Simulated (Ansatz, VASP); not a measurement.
**MgO in VASP and in Ansatz**

The input INCAR:

```
SYSTEM = MgO
PREC = Accurate
ENCUT = 520
EDIFF = 1E-6
ISMEAR = 0
SIGMA = 0.02
LREAL = .FALSE.
LASPH = .TRUE.
NELM = 80
ALGO = Normal
ISIF = 2
LWAVE = .FALSE.
LCHARG = .FALSE.
GGA = PE
NBANDS = 11
```

Contents of KPOINTS:

```
regular mesh
0
G
  12 12 10
  0 0 0
```

POSCAR

```
MgO
1.0
    2.9276496896     -0.0139262191      0.0130741930
   -1.4758853043      2.5739326833     -0.0574251113
    0.0119245760     -0.0535936000      2.7330056320
Mg O
1 1
Direct
    0.0046733917      0.0291424220      0.0225623955
    0.3286599383      0.6375242480      0.4774376045
```

Input for Ansatz:

```yaml
crystal:
  lattice:
    - [2.9276496896, -0.0139262191, 0.013074193]
    - [-1.4758853043, 2.5739326833, -0.0574251113]
    - [0.011924576, -0.0535936, 2.733005632]
  atoms:
    - { symbol: Mg, position: [0.0046733917, 0.029142422, 0.0225623955] }
    - { symbol: O, position: [0.3286599383, 0.637524248, 0.4774376045] }
basis:
  ecutwfc: 420
kpoints:
  mp_grid: { grid: [12, 12, 10] }
hamiltonian:
  xc: pbe
scf:
  occupations: { method: gaussian, width: 0.02 }
output:
  forces: true
  stress: true
  eigenvalues: true
```

Change from the starting cell: all atoms moved at random, cell strained at random.

Alike in both runs: task single point; functional PBE; k mesh 12 × 12 × 10; occupations gaussian, width 0.02 eV; no spin polarisation.

|  | VASP | Ansatz |
| --- | --- | --- |
| version | VASP 6.6.1 | Ansatz 0.2.0 |
| potentials or method | VASP PAW PBE potentials, release 64 (Mg, O) | scalar-relativistic, plane waves, PAW |
| plane-wave cutoff (eV) | 520 | 420 |
| valence electrons in the cell | 8 | 16 |

|  | VASP | Ansatz | Ansatz less VASP |
| --- | --- | --- | --- |
| gap on the k mesh at the Fermi level (eV) | 2.64 | 2.66 | +0.023 |
| least direct gap on the mesh (eV) | 3.15 | 3.17 | +0.020 |
| pressure (GPa) | -1.0 | -0.4 | +0.55 |
| largest component of the traceless stress (GPa) | 5.42 | 5.31 | -0.111 |
| rms of the force components (eV/Å) | 0.588 | 0.579 | -0.0084 |

Atom by atom the forces differ by 0.009 eV/Å (rms over components). The two sets of potentials don't hold the same shells in valence.

Caveats: forces of over 1 eV/Å show positions far from the minimum, so gaps and moduli don't describe the material at rest. A k mesh can miss the band edges.
